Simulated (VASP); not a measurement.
Input of a VASP 6.6.1 run:

File INCAR:

```
ALGO = Normal ; EDIFF = 1E-7
EDIFFG = -0.005 ; ENCUT = 600
GGA = CA ; IBRION = 2
ISIF = 3 ; ISMEAR = 0
LASPH = True ; LCHARG = False
LREAL = False ; LWAVE = False
NELM = 60 ; NSW = 90
PREC = Accurate ; SIGMA = 0.1
```

Contents of KPOINTS:

```
k-points
0
Gamma
  10 10 10
```

POSCAR

```
GaAs
1.0
    0.0000000000      2.8750910500      2.8750910500
    2.8750910500      0.0000000000      2.8750910500
    2.8750910500      2.8750910500      0.0000000000
Ga As
1 1
Direct
    0.0000000000      0.0000000000      0.0000000000
    0.7500000000      0.7500000000      0.7500000000
```

Potentials or basis: VASP PAW LDA potentials, release 64 (Ga_d, As).

The run is started by

```console
$ cat potpaw_LDA.64/Ga_d/POTCAR potpaw_LDA.64/As/POTCAR > POTCAR
$ mpirun -np 1 vasp_std > vasp.out
```

**Question.** Predict the space group after relaxing (to 0.05 Å).

**Answer.** F-43m (No. 216).

**Question.** What does it give for the band gap on the k mesh?

**Answer.** 0.51 eV, direct.

Step by step:
| step | energy change (eV) | largest force (eV/Å) | pressure (GPa) | volume (Å³) |
| --- | --- | --- | --- | --- |
| 1 | 0.0000 | 0.0000 | -4.59 | 47.53 |
| 2 | -0.0446 | 0.0000 | 2.09 | 43.00 |
| 3 | -0.0520 | 0.0000 | 0.00 | 44.15 |

A k mesh can miss the band edges. LDA gaps usually lie below the measured ones, often by a third to a half.
